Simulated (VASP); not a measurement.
Input of a VASP 6.6.1 run:

POSCAR

```
C
1.0
    2.4562275060      0.0000000000      0.0000000000
   -1.2281137530      2.1271554177      0.0000000000
    0.0000000000      0.0000000000     24.1339601687
C
4
Direct
    0.6666666667      0.3333333333      0.5704754400
    0.3333333333      0.6666666667      0.4295245600
    0.0000000000      0.0000000000      0.4295312300
    0.0000000000      0.0000000000      0.5704687700
```

Contents of INCAR.step1:

```
SYSTEM = C
PREC = Accurate ; ENCUT = 520
EDIFF = 1E-7 ; ISMEAR = 0
SIGMA = 0.02 ; LREAL = .False.
LASPH = .True. ; NELM = 80
ALGO = Normal ; ISIF = 2
LWAVE = .True. ; LCHARG = .True.
GGA = PE
```

INCAR.step2

```
SYSTEM = C
PREC = Accurate ; ENCUT = 520
EDIFF = 1E-7 ; ISMEAR = 0
SIGMA = 0.02 ; LREAL = .False.
LASPH = .True. ; NELM = 80
ALGO = Normal ; ISIF = 2
LWAVE = .False. ; LCHARG = .False.
GGA = PE ; ISTART = 1
ICHARG = 11 ; ISYM = -1
NUM_WANN = 8 ; LSCDM = .True.
```

KPOINTS

```
regular mesh
0
Gamma
  6 6 1
  0 0 0
```

KPOINTS_OPT

```
path GMKGALHA,LM,KH
12
line-mode
reciprocal
 0.0000000000  0.0000000000  0.0000000000  G
 0.5000000000  0.0000000000  0.0000000000  M

 0.5000000000  0.0000000000  0.0000000000  M
 0.3333333333  0.3333333333  0.0000000000  K

 0.3333333333  0.3333333333  0.0000000000  K
 0.0000000000  0.0000000000  0.0000000000  G

 0.0000000000  0.0000000000  0.0000000000  G
 0.0000000000  0.0000000000  0.5000000000  A

 0.0000000000  0.0000000000  0.5000000000  A
 0.5000000000  0.0000000000  0.5000000000  L

 0.5000000000  0.0000000000  0.5000000000  L
 0.3333333333  0.3333333333  0.5000000000  H

 0.3333333333  0.3333333333  0.5000000000  H
 0.0000000000  0.0000000000  0.5000000000  A

 0.5000000000  0.0000000000  0.5000000000  L
 0.5000000000  0.0000000000  0.0000000000  M

 0.3333333333  0.3333333333  0.0000000000  K
 0.3333333333  0.3333333333  0.5000000000  H
```

The input KPOINTS_WAN:

```
path GMKGALHA,LM,KH
12
line-mode
reciprocal
 0.0000000000  0.0000000000  0.0000000000  G
 0.5000000000  0.0000000000  0.0000000000  M

 0.5000000000  0.0000000000  0.0000000000  M
 0.3333333333  0.3333333333  0.0000000000  K

 0.3333333333  0.3333333333  0.0000000000  K
 0.0000000000  0.0000000000  0.0000000000  G

 0.0000000000  0.0000000000  0.0000000000  G
 0.0000000000  0.0000000000  0.5000000000  A

 0.0000000000  0.0000000000  0.5000000000  A
 0.5000000000  0.0000000000  0.5000000000  L

 0.5000000000  0.0000000000  0.5000000000  L
 0.3333333333  0.3333333333  0.5000000000  H

 0.3333333333  0.3333333333  0.5000000000  H
 0.0000000000  0.0000000000  0.5000000000  A

 0.5000000000  0.0000000000  0.5000000000  L
 0.5000000000  0.0000000000  0.0000000000  M

 0.3333333333  0.3333333333  0.0000000000  K
 0.3333333333  0.3333333333  0.5000000000  H
```

Potentials or basis: VASP PAW PBE potentials, release 64 (C).

The run is started by

```sh
$ cat potpaw_PBE.64/C/POTCAR > POTCAR
$ cp INCAR.step1 INCAR
$ mpirun -np 1 vasp_std > vasp.out
$ cp INCAR.step2 INCAR
$ mpirun -np 1 vasp_std > vasp.out
```

Q: Predict the band gap along the path.

A: None (metal or under the smearing width).

Levels at the corners of the path, in eV from the Fermi level:
| point | band 4 | band 5 | band 6 | band 7 | band 8 | band 9 | band 10 | band 11 | band 12 |
| --- | --- | --- | --- | --- | --- | --- | --- | --- | --- |
| Γ | -7.22 | -3.03 | -3.03 | -3.02 | -3.02 | 3.39 | 3.76 | 4.39 | 5.06 |
| M | -13.28 | -6.45 | -6.43 | -2.56 | -2.23 | 1.55 | 1.88 | 7.41 | 7.58 |
| M | -13.28 | -6.45 | -6.43 | -2.56 | -2.23 | 1.55 | 1.88 | 7.41 | 7.58 |
| K | -12.58 | -10.63 | -10.63 | -0.30 | 0.00 | 0.00 | 0.32 | 10.59 | 10.59 |
| K | -12.58 | -10.63 | -10.63 | -0.30 | 0.00 | 0.00 | 0.32 | 10.59 | 10.59 |
| Γ | -7.22 | -3.03 | -3.03 | -3.02 | -3.02 | 3.39 | 3.76 | 4.39 | 5.06 |
| Γ | -7.22 | -3.03 | -3.03 | -3.02 | -3.02 | 3.39 | 3.76 | 4.39 | 5.06 |
| A | -7.22 | -3.03 | -3.03 | -3.02 | -3.02 | 3.39 | 3.74 | 4.46 | 4.86 |
| A | -7.22 | -3.03 | -3.03 | -3.02 | -3.02 | 3.39 | 3.74 | 4.46 | 4.86 |
| L | -13.28 | -6.45 | -6.43 | -2.56 | -2.23 | 1.55 | 1.88 | 7.41 | 7.58 |
| L | -13.28 | -6.45 | -6.43 | -2.56 | -2.23 | 1.55 | 1.88 | 7.41 | 7.58 |
| H | -12.58 | -10.63 | -10.63 | -0.30 | 0.00 | 0.00 | 0.32 | 10.59 | 10.59 |
| H | -12.58 | -10.63 | -10.63 | -0.30 | 0.00 | 0.00 | 0.32 | 10.59 | 10.59 |
| A | -7.22 | -3.03 | -3.03 | -3.02 | -3.02 | 3.39 | 3.74 | 4.46 | 4.86 |
| L | -13.28 | -6.45 | -6.43 | -2.56 | -2.23 | 1.55 | 1.88 | 7.41 | 7.58 |
| M | -13.28 | -6.45 | -6.43 | -2.56 | -2.23 | 1.55 | 1.88 | 7.41 | 7.58 |
| K | -12.58 | -10.63 | -10.63 | -0.30 | 0.00 | 0.00 | 0.32 | 10.59 | 10.59 |
| H | -12.58 | -10.63 | -10.63 | -0.30 | 0.00 | 0.00 | 0.32 | 10.59 | 10.59 |

Caveat: the k mesh is coarse (spacing up to 0.49 Å⁻¹), so the values aren't converged.
